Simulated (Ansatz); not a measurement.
F (Cmce) from a database of computed structures, relaxed with r2SCAN+rVV10. The symmetry is Cmce (No. 64, orthorhombic); conventional cell a = 4.946 Å, b = 3.221 Å, c = 6.545 Å, 13.03 Å³ an atom. F is surrounded by 1 F at 1.40 Å.

```
CELL_PARAMETERS angstrom
2.47285 -1.61043 0.00000
2.47285 1.61043 0.00000
0.00000 0.00000 6.54497
ATOMIC_POSITIONS crystal
F 0.90542 0.09458 0.09639
F 0.59458 0.40542 0.59639
F 0.40542 0.59458 0.40361
F 0.09458 0.90542 0.90361
```

3 runs of the plane-wave code Ansatz on this cell differ in the functional (and in the settings that go with it). Levels are in eV from each run's valence top; v1 is the last filled band, c1 the first empty one.

Run A, mean stress 0.0 GPa (compression positive):
```tsv
point	v4	v3	v2	v1	c1	c2
Γ	-0.49	-0.18	-0.04	0.00	6.15	7.49
Y	-1.00	-0.67	-0.26	-0.25	6.58	7.35
F₀	-0.80	-0.53	-0.22	-0.22	6.76	7.16
```

Run B, mean stress -2.2 GPa (compression positive):
```tsv
point	v4	v3	v2	v1	c1	c2
Γ	-0.53	-0.22	-0.03	0.00	2.69	3.78
Y	-1.04	-0.71	-0.27	-0.26	3.01	3.66
F₀	-0.83	-0.58	-0.27	-0.21	3.19	3.53
```

Run C, mean stress -0.6 GPa (compression positive):
```tsv
point	v4	v3	v2	v1	c1	c2
Γ	-0.49	-0.19	-0.04	0.00	5.29	6.54
Y	-0.98	-0.66	-0.25	-0.25	5.68	6.41
F₀	-0.79	-0.53	-0.22	-0.21	5.86	6.24
```

**Question.** Match the runs to LDA, r2SCANh, HSE06.

**Answer.** A is HSE06, B is LDA, C is r2SCANh. In order of the gap: LDA 2.69, r2SCANh 5.29, HSE06 6.15 eV.

No spin polarisation and no zero-point or thermal motion.

The program warns that its thresholds are loose for a hybrid's stress.

The meshes of the hybrids are coarse, so their gaps aren't converged to the digits shown.
